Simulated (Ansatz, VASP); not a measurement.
This is a calculation of SiSe for Ansatz 0.2.0.

Contents of input.yaml:

```yaml
crystal:
  lattice:
    - [3.5710704139, 0.0, 0.0]
    - [-1.785535207, 3.0926331959, 0.0]
    - [0.0, 0.0, 3.5745767219]
  atoms:
    - { symbol: Si, position: [0.66667, 0.33333, 0.5] }
    - { symbol: Se, position: [0.0, 0.0, 0.0] }
hamiltonian:
  xc: pbe
  pseudopotentials: { kind: paw }
kpoints:
  mp_grid: { grid: [9, 9, 7] }
scf:
  occupations: { method: fermi_dirac, width: 0.05 }
output:
  forces: true
  stress: true
  eigenvalues: true
```

Potentials or basis: Ansatz PAW.

Launch:

```bash
$ ansatz run input.yaml --threads 1 --pin off --max-ram 3584MiB --backend cpu --events-out ev --progress --plain --runs-dir out
```

Question: Translate it to VASP 6.6.1. Potentials there: VASP PAW PBE potentials, release 64 (Si, Se).

Answer: As run (the cutoff follows the program's own potentials):

File INCAR:

```
PREC = Accurate
ENCUT = 520
EDIFF = 1E-7
ISMEAR = -1
SIGMA = 0.05
LREAL = F
LASPH = T
NELM = 60
ALGO = Normal
ISIF = 2
LWAVE = F
LCHARG = F
GGA = PE
NBANDS = 12
```

The input KPOINTS:

```
regular mesh
0
Gamma
  9 9 7
```

Contents of POSCAR:

```
SiSe
1.0
    3.5710704139      0.0000000000      0.0000000000
   -1.7855352070      3.0926331959      0.0000000000
    0.0000000000      0.0000000000      3.5745767219
Si Se
1 1
Direct
    0.6666700000      0.3333300000      0.5000000000
    0.0000000000      0.0000000000      0.0000000000
```

Potentials or basis: VASP PAW PBE potentials, release 64 (Si, Se).

Command:

```sh
$ cat potpaw_PBE.64/Si/POTCAR potpaw_PBE.64/Se/POTCAR > POTCAR
$ mpirun -np 1 vasp_std > vasp.out
```

Both were run:

|  | VASP | Ansatz | Ansatz less VASP |
| --- | --- | --- | --- |
| gap on the k mesh at the Fermi level (eV) | none | none | - |
| pressure (GPa) | 1.5 | 1.5 | -0.04 |
| largest component of the traceless stress (GPa) | 0.91 | 0.90 | -0.008 |

A gap of «none» marks a metal or a gap that the smearing closes. The two sets of potentials don't hold the same shells in valence.
